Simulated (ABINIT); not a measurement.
**BP: equation of state with RPBE**

**Measured values to compare with.**

From “Equation of state of single-crystal cubic boron phosphide”, 2014, arxiv:1407.1677, for a bulk crystal of BP at 300 K: bulk modulus 179 ± 1 GPa.

BP:

```
P B
1.0
     0.00000    2.26900    2.26900
     2.26900    0.00000    2.26900
     2.26900    2.26900    0.00000
P B
1 1
Cartesian
  3.4035 3.4035 3.4035
  0.0000 0.0000 0.0000
```

| Item | Value |
| --- | --- |
| Program | ABINIT 10.8.3 (patched build) |
| Task | equation of state |
| Functional | RPBE |
| Potentials or basis | JTH PAW PBE v2.0 |
| Cutoff | 544 eV |
| k mesh | 10 × 10 × 10 |
| Occupations | fermi-dirac, width 0.05 eV |
| Spin | no spin polarisation |
| Fine-grid cutoff | 1088.46 eV |
| Exchange and correlation inside the PAW spheres | full angular mesh (pawxcdev 0, this build's default; the released program takes 1) |

```
Equilibrium volume                      : 11.96 Å³/atom
Bulk modulus                            : 156 GPa
Pressure derivative of the bulk modulus : 3.8
```

Energy against volume, from the lowest point:
```tsv
volume (Å³/atom)	energy (meV/atom)
10.981	44.64
11.214	24.99
11.448	11.37
11.682	3.19
11.915	0.00
12.149	1.35
12.383	6.79
```

Run time: 50 s on 1 thread of Arm Neoverse V1, on a shared host, peak memory 0.12 GiB.

A measured bulk modulus of BP is 179 GPa (300 K; “Equation of state of single-crystal cubic boron phosphide”, 2014, arxiv:1407.1677); the calculated 156 GPa misses it by -12.9 %. 3 values of this kind are on record (173 to 179 GPa); this one was drawn at random among those near their median, those with a stated uncertainty first. The fit is for a static lattice scaled at fixed shape and fixed fractional positions.

Caveat: pressures at fixed basis lie under the slope of the energies; the PAW data sets were made with another functional, which shifts forces and pressure a little. RPBE and its kin give volumes clearly too large for solids.
